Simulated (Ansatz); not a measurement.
# Si: the cost of one run

Method: DFT LDA, scalar-relativistic, plane waves, PAW, in Ansatz 0.2.0.

## 1. The structure to begin with

The structure is trigonal, space group P-3m1 (No. 164). Conventional cell: a = 3.718 Å, b = 3.718 Å, c = 23.666 Å, α = 90.00°, β = 90.00°, γ = 120.00°. Si (site symmetry 3m) is surrounded by 3 Si at 2.19 Å.

Coordinates:

```
Si
1.0
     3.71769    0.00000    0.00000
    -1.85885    3.21962    0.00000
     0.00000    0.00000   23.66636
Si
8
Direct
  0.00000 0.00000 0.70422
  0.33333 0.66667 0.68521
  0.33333 0.66667 0.57441
  0.66667 0.33333 0.55540
  0.66667 0.33333 0.44460
  0.00000 0.00000 0.42559
  0.00000 0.00000 0.31479
  0.33333 0.66667 0.29578
```

## 2. Relaxing the atoms: Si8 slab, no spin

input.yaml

```yaml
crystal:
  lattice:
    - [3.71769244, 0.0, 0.0]
    - [-1.85884622, 3.2196161, 0.0]
    - [0.0, 0.0, 23.66636099]
  atoms:
    - { symbol: Si, position: [0.0, 0.0, 0.70422153] }
    - { symbol: Si, position: [0.33333333, 0.66666667, 0.6852072] }
    - { symbol: Si, position: [0.33333333, 0.66666667, 0.57441195] }
    - { symbol: Si, position: [0.66666667, 0.33333333, 0.55539762] }
    - { symbol: Si, position: [0.66666667, 0.33333333, 0.44460238] }
    - { symbol: Si, position: [0.0, 0.0, 0.42558805] }
    - { symbol: Si, position: [0.0, 0.0, 0.3147928] }
    - { symbol: Si, position: [0.33333333, 0.66666667, 0.29577847] }
scf:
  occupations: { method: gaussian, width: 0.03 }
output:
  forces: true
  write_density: true
  write_potential: true
  elf: true
  volumetric_format: npy
hamiltonian:
  xc: lda
efield:
  axis: 3
  dipole_correction: true
kpoints:
  mp_grid: { grid: [10, 10, 1] }
relax:
  f_tol: 0.015
```

Command:

```bash
> ansatz run input.yaml --threads 8 --pin off --max-ram 12288MiB --backend cpu --events-out ev --progress --plain --runs-dir out
```

What time and memory should one allow on 8 threads of Intel Xeon Platinum 8259CL at 2.50GHz (Skylake/Cascade Lake), shared host?

About 7.9 s, with a peak of 0.72 GiB.
